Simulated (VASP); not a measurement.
Write the native input for VASP 6.6.1 that does the following.

- Task: single point
- Functional: PBE
- Dispersion: D3(BJ)
- Potentials or basis: VASP PAW PBE potentials, release 64 (C, H)
- Cutoff: 520 eV
- k mesh: 1 × 1 × 1
- Occupations: gaussian, width 0.01 eV
- Spin: no spin polarisation
- Further INCAR settings: ALGO = Normal; EDIFF = 1e-06; NBANDS = 17; ISYM = 0

The structure of C2H6 lies in POSCAR:

```
H3C                                     
1.0
   13.0840340850      0.0000000000      0.0000000000
    0.0000000000     13.5840340850      0.0000000000
    0.0000000000      0.0000000000     14.0840340850
  C               H             
     2     6
Selective dynamics
Direct
     0.5570134924999977    0.5127778825000036    0.5059189571000005   F   F   F
     0.4426308669913304    0.4945297837347574    0.4940493742662621   T   T   T
     0.5739209312434180    0.5510391182086894    0.5729630531916302   T   T   T
     0.6004582580339786    0.4434257698885968    0.5062483197544960   T   T   T
     0.5876875535384635    0.5583983893089022    0.4479938677832370   T   T   T
     0.4121626382587333    0.4488865039124454    0.5520661094625117   T   T   T
     0.4259463346976721    0.4562611605525146    0.4269380359640160   T   T   T
     0.3993767820835074    0.5640020758475355    0.4937415854468255   T   T   T
```

These files were run (other wordings do the same):

INCAR

```
PREC = Accurate
ENCUT = 520
EDIFF = 1E-6
ISMEAR = 0
SIGMA = 0.01
LREAL = False
LASPH = True
NELM = 80
ALGO = Normal
ISIF = 2
LWAVE = False
LCHARG = False
GGA = PE
IVDW = 12
NBANDS = 17
ISYM = 0
```

KPOINTS

```
Automatic mesh
0
Gamma
  1 1 1
```

Potentials or basis: VASP PAW PBE potentials, release 64 (C, H).

Run with:

```bash
$ cat potpaw_PBE.64/C/POTCAR potpaw_PBE.64/H/POTCAR > POTCAR
$ mpirun -np 4 vasp_gam > vasp.out
```

It gave:

```json
{
  "Largest force": "0.112 eV/Å",
  "Gap between the frontier levels": "7.58 eV",
  "Dispersion energy per atom": "-0.011 eV"
}
```

It took 56 s on 4 MPI ranks on AMD EPYC 9R14 (Zen 4), with other jobs on the host, peak memory 0.64 GiB a rank.
